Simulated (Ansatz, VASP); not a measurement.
Cs: VASP beside Ansatz

```
Cs
1.0
    -2.31617    2.31617    2.31617
     2.31617   -2.31617    2.31617
     2.31617    2.31617   -2.31617
Cs
1
Cartesian
  0.0000 0.0000 0.0000
```

Change from the starting cell: volume scaled by 0.45, LAPW.

Alike in both runs: task single point; functional PBEsol; k mesh 9 × 9 × 9; occupations fermi-dirac, width 0.05 eV; no spin polarisation.

|  | VASP | Ansatz |
| --- | --- | --- |
| version | VASP 6.6.1 | Ansatz 0.2.0 |
| potentials or method | VASP PAW PBE potentials, release 64 (Cs_sv), cutoff 520 eV | all-electron LAPW, scalar-relativistic |

|  | VASP | Ansatz | Ansatz less VASP |
| --- | --- | --- | --- |
| pressure (GPa) | 4.0 | 4.0 | -0.03 |

Ansatz ran all-electron here, so the differences hold the error of VASP's frozen core and of both bases.

Caveats: the PAW data sets were made with another functional, which shifts forces and pressure a little (VASP). The runs have no spin-orbit coupling, so splittings on Cs are missing.
